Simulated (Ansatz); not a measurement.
# Sn under changes of volume

One of the cells (33.803 Å³/atom); the others are scaled copies at fixed shape and fractional positions:

```
CELL_PARAMETERS angstrom
0.00000 3.23334 3.23334
3.23334 0.00000 3.23334
3.23334 3.23334 0.00000
ATOMIC_POSITIONS crystal
Sn 0.75000 0.75000 0.75000
Sn 0.50000 0.50000 0.50000
```

This isn't the form of Sn at room conditions, which is tetragonal (white tin).

| Property | Result |
| --- | --- |
| Program | Ansatz 0.2.0 |
| Functional | r2SCAN |
| Dispersion | D3(BJ) |
| Potentials or basis | Ansatz PAW |
| Cutoff | 500 eV (not typed: the program's choice for these potentials) |
| k mesh | 7 × 7 × 7 |
| Occupations | fermi-dirac, width 0.05 eV |
| Spin | no spin polarisation |

```tsv
volume (Å³/atom)	energy over the lowest point (meV/atom)	pressure (GPa)
31.775	?	?
32.451	27.28	3.9
33.127	13.60	2.6
33.803	4.83	1.5
34.479	0.46	0.6
35.155	0.00	-0.3
35.831	3.01	-1.1
```

Question: What does the run at 31.775 Å³/atom give?

Answer: Energy over the lowest point 46.23 meV/atom; pressure 5.2 GPa.

Worked out: A Birch-Murnaghan fit of order 3 (a polynomial in V^(-2/3)) to the other rows has its minimum at 34.90 Å³/atom with B0 = V·E''(V) = 44 GPa and B' = 5.0. It gives 46.50 meV/atom at 31.775 Å³/atom, against the run's 46.23, and -dE/dV = 5.3 GPa, against 5.2.

Energies are extrapolated to zero smearing.

Caveats: the PAW data sets come from PBE, with cores solved anew for the run's functional, which leaves a small shift of forces and pressure; the dispersion damping was fitted for another functional or another form of the correction; pairwise dispersion overbinds metals, which lowers pressure and volume (some runs).
